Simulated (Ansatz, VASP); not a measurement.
One calculation of MnO, two programs

Contents of INCAR:

```
SYSTEM = MnO
  ALGO = Normal
  EDIFF = 1E-6
  ENCUT = 520
  GGA = PE
  ISIF = 2
  ISMEAR = 0
  ISPIN = 2
  LASPH = .True.
  LCHARG = .True.
  LELF = .True.
  LMAXMIX = 4
  LORBIT = 11
  LREAL = .False.
  LVHAR = .True.
  LWAVE = .False.
  MAGMOM = 4.46 0.26
  NBANDS = 20
  NELM = 150
  PREC = Accurate
  SIGMA = 0.15
```

The input KPOINTS:

```
k-points
0
Gamma
  18 18 18
  0 0 0
```

File POSCAR:

```
MnO
1.0
    0.0000000000      2.1109000000      2.2220000000
    2.2220000000      0.0000000000      2.2220000000
    2.2220000000      2.1109000000      0.0000000000
Mn O
1 1
Direct
    0.0000000000      0.0000000000      0.0000000000
    0.5000000000      0.5000000000      0.5000000000
```

Input for Ansatz:

```yaml
crystal:
  lattice:
    - [0.0, 2.1109, 2.222]
    - [2.222, 0.0, 2.222]
    - [2.222, 2.1109, 0.0]
  atoms:
    - { symbol: Mn, position: [0.0, 0.0, 0.0], spin: 4.46 }
    - { symbol: O, position: [0.5, 0.5, 0.5], spin: 0.26 }
basis:
  ecutwfc: 420
kpoints:
  mp_grid: { grid: [18, 18, 18] }
hamiltonian:
  xc: pbe
scf:
  occupations: { method: gaussian, width: 0.15 }
output:
  forces: true
  stress: true
  eigenvalues: true
  populations: true
magnetization:
  spin_polarized: true
```

Change from the starting cell: strain -0.0500 x Voigt [0, 1, 0, 0, 0, 0], atoms carried along.

Alike in both runs: task single point; functional PBE; k mesh 18 × 18 × 18; occupations gaussian, width 0.15 eV; collinear spin.

|  | VASP | Ansatz |
| --- | --- | --- |
| version | VASP 6.6.1 | Ansatz 0.2.0 |
| potentials or method | VASP PAW PBE potentials, release 64 (Mn_pv, O) | scalar-relativistic, plane waves, PAW |
| plane-wave cutoff (eV) | 520 | 420 |
| valence electrons in the cell | 19 | 21 |

VASP gave:

- gap on the k mesh at the Fermi level (eV): none
- pressure (GPa): 6.7
- largest component of the traceless stress (GPa): 1.55
- net moment per atom (μB): 2.31
- size of the moment on the site where the two differ most (μB): 4.20

Task: Estimate Ansatz's values.

Result: gap on the k mesh at the Fermi level (eV): none; pressure (GPa): 6.4; largest component of the traceless stress (GPa): 1.29; net moment per atom (μB): 2.31; size of the moment on the site where the two differ most (μB): 3.84.

Site moments also hang on the region over which each program counts them. A gap of «none» marks a metal or a gap that the smearing closes. The two sets of potentials don't hold the same shells in valence.

Caveats: a cell with one magnetic atom can't hold antiferromagnetic order, which such compounds often take; semilocal functionals often make such compounds metallic where correlation or magnetic order opens a gap, which also shifts bond lengths.
